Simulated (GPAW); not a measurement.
The system is CoO.

```
Co O
1.0
     1.60222    0.92504    2.56647
    -1.60222    0.92504    2.56647
     0.00000   -1.85008    2.56647
Co O
1 1
Direct
  0.99898 0.99898 0.99898
  0.75102 0.75102 0.75102
```

Measurements of this composition are mostly on another form, of space group No. 225.

```yaml
Program: GPAW 26.7.0
Task: relaxation of cell and atoms
Functional: r2SCAN
Dispersion: D4
Potentials_or_basis: GPAW PAW data sets (gpaw-data 1.2.1)
Cutoff: 800 eV
Basis: pw
k_mesh: 6 × 6 × 6
Occupations: fermi-dirac, width 0.05 eV
Spin: collinear spin, ferromagnetic start
Starting_moments: "[2.0, 0.0] μB"
```

At the start: pressure 4.0 GPa; volume 11.41 Å³/atom.

Problem. How do energy, volume and symmetry change on relaxing?

Solution. Over 4 steps the energy falls by 9.3 meV/atom and the volume is 11.67 Å³/atom (+2.3 %); space group F-43m (No. 216, to 0.05 Å); moment 3.00 μB per cell.

The path:
```
step  energy change (eV)  largest force (eV/Å)  pressure (GPa)  volume (Å³)
   1              0.0000                0.4077            4.04        22.82
   2             -0.0093                0.2404            3.00        22.96
   3             -0.0180                0.0220            0.86        23.28
   4             -0.0185                0.0435            0.44        23.35
```

Final structure:
```yaml
crystal:
  lattice:
    - [1.60813, 0.92846, 2.60600]
    - [-1.60813, 0.92846, 2.60600]
    - [0.00000, -1.85691, 2.60600]
  atoms:
    - { symbol: Co, position: [0.00115, 0.00115, 0.00115] }
    - { symbol: O, position: [0.74885, 0.74885, 0.74885] }
```

Caveat: the k mesh is coarse; each step starts from the last one's moments, so a moment once lost doesn't come back; later steps reuse the first step's grids; the PAW data sets were made with another functional, which shifts forces and pressure a little; a cell with one magnetic atom can't hold antiferromagnetic order, which such compounds often take.
